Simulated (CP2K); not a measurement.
# InSe in CP2K: the effect of functional

InSe:

```
CELL_PARAMETERS angstrom
8.75025 0.00000 0.00000
7.83599 3.89411 0.00000
7.83599 1.83973 3.43213
ATOMIC_POSITIONS crystal
In 0.88860 0.88860 0.88860
In 0.00000 0.00000 0.00000
Se 0.17190 0.17190 0.17190
Se 0.38350 0.38350 0.38350
```

Alike in all runs:

| Property | Result |
| --- | --- |
| Program | CP2K 2026.2 |
| Task | atomic charges |
| Potentials or basis | POTENTIAL_UZH In GTH-PBE-q13, Se GTH-PBE-q6; TZVP-MOLOPT-PBE-GTH basis |
| Density cutoff | 9184 eV |
| k mesh | 8 × 8 × 8 |
| Occupations | fermi-dirac, width 0.05 eV |
| Spin | no spin polarisation |

| functional | gap on the mesh (eV) | pressure (GPa) | largest force (eV/Å) |
| --- | --- | --- | --- |
| LDA | ? | ? | ? |
| PBEsol | 0.29 | 1.1 | 0.46 |
| AM05 | 0.36 | 1.6 | 0.45 |
| WC | 0.29 | 1.2 | 0.46 |
| TASK | 0.89 | 3.1 | 0.58 |

**Question.** What does the run with functional LDA give?

**Answer.** gap on the mesh 0.18 eV; pressure 0.1 GPa; largest force 0.47 eV/Å.

Caveats: the potentials were made for another functional, which shifts forces and pressure; spin-orbit coupling is left out, which moves the levels of the heavy elements; the basis of atomic orbitals isn't converged, which shifts pressures, moduli and gaps.

A k mesh can miss the band edges.

Runs at the PBE level aren't shown here.
